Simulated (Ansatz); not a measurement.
An Ansatz run on an 8-atom cell of ZnCu2SnSe4 started from a crystallographic database left the output below. Cell and atoms come from a relaxation with r2SCAN.

The cell:
```
Zn Cu Sn Se
1.0
    -2.84509    2.84509    5.70880
     2.84509   -2.84509    5.70880
     2.84509    2.84509   -5.70880
Zn Cu Sn Se
1 2 1 4
Direct
  0.00000 0.00000 0.00000
  0.75000 0.25000 0.50000
  0.25000 0.75000 0.50000
  0.50000 0.50000 0.00000
  0.62462 0.62462 0.51773
  0.37538 0.89311 0.00000
  0.10689 0.10689 0.48227
  0.89311 0.37538 0.00000
```

The log, with set-up remarks and timings taken out:
```
scf.n_extra_bands = 6 over 64 filled bands (N_el = 128.0): the run solves 70 bands
Functional definition: PBE
Crystal: 8 atoms, lattice volume = 184.840 Å³
Basis set: ecut = 420 eV, 3611 PW (Γ)
Bands: 70, of which v1, the nominal top of the filled ones, is band 64 counted from 1 (63 counted from 0)
Symmetry: 8 space group operations
Space group: I-42m (ITA 121)
k-points: 30 of 216 (time reversal used)
preconditioner: auto → Kerker (q_TF=auto, 2.566 Å⁻¹)  [metal: Δε(μ)=0.064 eV  σ=0.020 eV  ℏωp=23.2 eV]
SCF 1 converged in 9 iterations: F = -44472.969631 eV  dr2 = 4.78e-8
Free energy (F): -44472.969631 eV
Internal energy: -44472.969144 eV  (E = F + TS)
E sigma→0 (E₀):  -44472.969388 eV
Entropy (-TS):   -0.000487 eV (-0.061 meV/atom)
Fermi energy:    8.717045 eV
--- Forces (eV/Å), atoms counted from 1 ---
  atom   1  Zn      0.00000      0.00000      0.00000
  atom   2  Cu      0.00000      0.00000      0.00000
  atom   3  Cu      0.00000      0.00000      0.00000
  atom   4  Sn      0.00000      0.00000      0.00000
  atom   5  Se      0.05988      0.05988    -0.13570
  atom   6  Se      0.05988    -0.05988      0.13570
  atom   7  Se    -0.05988    -0.05988    -0.13570
  atom   8  Se    -0.05988      0.05988      0.13570
--- Stress (GPa, compression-positive) ---
        2.208611       0.000000       0.000000
        0.000000       2.208611       0.000000
        0.000000       0.000000       2.228188
  P = ⅓ Tr σ = 2.2151 GPa (22.151 kbar)
--- Band table (eV; the first three rows and the last of 30) ---
  k-point 0: bands = […, 6.7488, 6.9820, 6.9927, 8.3681, 8.6323, 8.7213, 8.7213, 10.3558, 11.3622, 12.0516, …]
  k-point 1: bands = […, 6.9809, 7.0924, 7.3087, 7.6209, 8.2297, 8.6437, 9.3696, 10.9700, 11.4918, 11.9804, …]
  k-point 2: bands = […, 7.0578, 7.2669, 7.4853, 7.6314, 7.9223, 8.4119, 9.4167, 10.9269, 11.6252, 12.0788, …]
  k-point 29: bands = […, 6.8457, 6.8984, 7.1575, 7.2788, 8.0040, 8.0040, 9.5925, 10.4343, 10.4343, 10.5071, …]
```

Question: Reconstruct the input, leaving the band path aside.

Answer:
```yaml
crystal:
  # lattice and atoms as above
kpoints:
  mp_grid: { grid: [6, 6, 6] }
hamiltonian:
  xc: pbe
scf:
  occupations: { method: fermi_dirac, width: 0.02 }
  n_extra_bands: 6
output:
  forces: true
  stress: true
  eigenvalues: true
```
A single point prints forces and stress when the output block asks for them. Not every key shows in the log; this is the file that was used.

With PBE the gap closes, the bands meeting at Γ.

Command: `ansatz run input.yaml --threads 2 --pin off --max-ram 29491MiB --backend cpu --events-out ev --progress --plain --runs-dir out`. It took 43 s on 2 threads of AMD EPYC 7R13 Processor (Zen 3), with other jobs on the host; peak host memory 1 GiB.

No spin polarisation and no zero-point or thermal motion.

No spin-orbit coupling is included; it can move band edges with weight on the heavy atoms by tenths of an eV.
